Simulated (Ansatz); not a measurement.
**AlN: moving Al off its site**

AlN, F-43m, a = 4.368 Å (as given, not relaxed at this level: 4.9 GPa). This isn't the usual stable structure of the compound. Ansatz: PBE, PAW, 420 eV, Γ-centred 10×10×10 mesh on 2 atoms, Gaussian smearing 0.05 eV; no spin polarisation.

```
CELL_PARAMETERS angstrom
0.00000 2.18399 2.18399
2.18399 0.00000 2.18399
2.18399 2.18399 0.00000
ATOMIC_POSITIONS crystal
Al 0.00000 0.00000 0.00000
N 0.75000 0.75000 0.75000
```

Atom 1 (Al) moves by x along the unit vector (0.707, -0.707, 0.000), with its periodic images; all else is held. y is the free energy of the cell over the start, F the force along the path summed over the moved atoms. Symmetry makes y even in x.

| x (Å) | y (meV) | F (eV/Å) |
| --- | --- | --- |
| -0.200 | ? | ? |
| -0.100 | 73.8 | 1.49 |
| 0.000 | 0.0 | 0.00 |
| 0.025 | 4.6 | -0.37 |
| 0.050 | 18.3 | -0.74 |
| 0.075 | 41.4 | -1.11 |
| 0.125 | 115.9 | -1.88 |
| 0.150 | 167.9 | -2.28 |
| 0.175 | 230.0 | -2.70 |

Task: Fit y = c2 x² + c4 x⁴ to the energies of the other rows, give the force constant, and predict energy and force of the missing row.

Result: Least squares on the rows shown. y = 7321.3 x² + 6187.4 x⁴. The force constant is 2 c2 = 14.6 eV/Å², for the cell as given, at 4.9 GPa (for all images moving together, not for a lone atom). With two atoms in a cubic cell this is the optical mode at Γ without the LO field: ω = 521.5 √(2 c2/μ) = 657 cm⁻¹ for μ = 9.22 u. The force −dy/dx at the missing row is 3.13 eV/Å (computed 3.13). At x = -0.200 the fit asked for gives 302.8 meV. The run gave 302.8 meV, the same to the digits shown.